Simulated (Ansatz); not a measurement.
**KCl (Sylvite): how the settings move a single-point run**

How sensitive is a single-point run of KCl (Sylvite) to its settings? A reference run comes first, then four runs with altered input.

Computed with Ansatz 0.2.0 (reference: DFT, HSE06, plane waves, PAW, unless a step's input says otherwise).

2 further runs of the same task are left out: 1 for a known fault of the program, 1 that didn't finish.

## Step 1: The structure to begin with

Symmetry: Fm-3m, No. 225, cubic system. The conventional cell has a = 6.290 Å, b = 6.290 Å, c = 6.290 Å, α = 90.00°, β = 90.00°, γ = 90.00°. Around K (site symmetry m-3m) lie 6 Cl at 3.14 Å. Cl (site symmetry m-3m) has 6 K at 3.14 Å as nearest neighbours.

As a file:

```
CELL_PARAMETERS angstrom
0.00000 3.14485 3.14485
3.14485 0.00000 3.14485
3.14485 3.14485 0.00000
ATOMIC_POSITIONS crystal
K 0.00000 0.00000 0.00000
Cl 0.50000 0.50000 0.50000
```

## Step 2: Baseline

Contents of input.yaml:

```yaml
crystal:
  lattice:
    - [0.0, 3.1448471156, 3.1448471156]
    - [3.1448471156, 0.0, 3.1448471156]
    - [3.1448471156, 3.1448471156, 0.0]
  atoms:
    - { symbol: K, position: [0.0, 0.0, 0.0] }
    - { symbol: Cl, position: [0.5, 0.5, 0.5] }
kpoints:
  mp_grid: { grid: [4, 4, 4] }
hamiltonian:
  xc: hse06
scf:
  occupations: { method: fixed }
  n_extra_bands: 4
output:
  forces: true
  stress: true
  eigenvalues: true
```

Run with:

```console
$ ansatz run input.yaml --threads 4 --pin off --max-ram 3686MiB --backend cpu --events-out ev --progress --plain --runs-dir out
```

## Step 3: Changed: exchange pbe, correlation pbe, coeff 0.15, omega 0.2078

input.yaml, as its differences from that of step 2:

```diff
@@ -11,3 +11,6 @@
 hamiltonian:
-  xc: hse06
+  xc:
+    exchange: pbe
+    correlation: pbe
+    exx: { coeff: 0.15, omega: 0.2078 }
 scf:
```

## Step 4: Changed: exchange pbe, correlation pbe, coeff 1.0, omega 0.5

input.yaml, as its differences from that of step 2:

```diff
@@ -11,3 +11,3 @@
 hamiltonian:
-  xc: hse06
+  xc: { exchange: pbe, correlation: pbe, exx: { coeff: 1.0, omega: 0.5 } }
 scf:
```

## Step 5: Changed: exchange pbe, correlation pbe, coeff 0.5, omega 0.1

input.yaml, as its differences from that of step 2:

```diff
@@ -11,3 +11,3 @@
 hamiltonian:
-  xc: hse06
+  xc: { exchange: pbe, correlation: pbe, exx: { coeff: 0.5, omega: 0.1 } }
 scf:
```

## Step 6: Variant: mixing.beta 0.05

input.yaml, as its differences from that of step 2:

```diff
@@ -15,2 +15,4 @@
   n_extra_bands: 4
+  mixing: { beta: 0.05 }
+  max_iter: 54
 output:
```

Q: Predict the outcome of this session. Wanted: for each run, ending; energy change; pressure; gap; force.

The runs gave:

| run | ending | energy change | pressure (GPa) | gap (eV) | force (eV/Å) | cycles | time |
| --- | --- | --- | --- | --- | --- | --- | --- |
| reference | converged | 0 | 0.5 | 6.51 | 0.00 | 10 | 5.7 s |
| 1: exchange pbe, correlation pbe, coeff 0.15, omega 0.2078 | converged | not comparable | 0.6 | 5.98 | 0.00 | 8 | 5 s |
| 2: exchange pbe, correlation pbe, coeff 1.0, omega 0.5 | converged | not comparable | -0.4 | 8.00 | 0.00 | 15 | 6.5 s |
| 3: exchange pbe, correlation pbe, coeff 0.5, omega 0.1 | converged | not comparable | 0.1 | 8.57 | 0.00 | 14 | 7 s |
| 4: mixing.beta 0.05 | converged | 0.0 meV/atom | 0.5 | 6.51 | 0.00 | 13 | 4.7 s |

Residual by cycle in the longest SCF loop of each run; runs are numbered as in the table. The quantity is the density residual dr2, in eV.

| cycle | reference | run 1 | run 2 | run 3 | run 4 |
| --- | --- | --- | --- | --- | --- |
| 1 | 0.00318 | 0.0013 | 0.0257 | 0.00966 | 0.00285 |
| 2 | 5.9e-4 | 2.0e-4 | 0.00916 | 0.00374 | 0.00255 |
| 3 | 1.2e-4 | 3.6e-5 | 0.00127 | 7.1e-4 | 1.7e-4 |
| 4 | 1.5e-6 | 2.6e-7 | 1.6e-4 | 7.3e-5 | 5.1e-5 |
| 5 | - | - | 2.3e-5 | 1.9e-5 | 8.1e-6 |
| 6 | - | - | - | 2.9e-6 | 1.7e-6 |

What this shows: «mixing.beta 0.05» leaves the energy as it was.
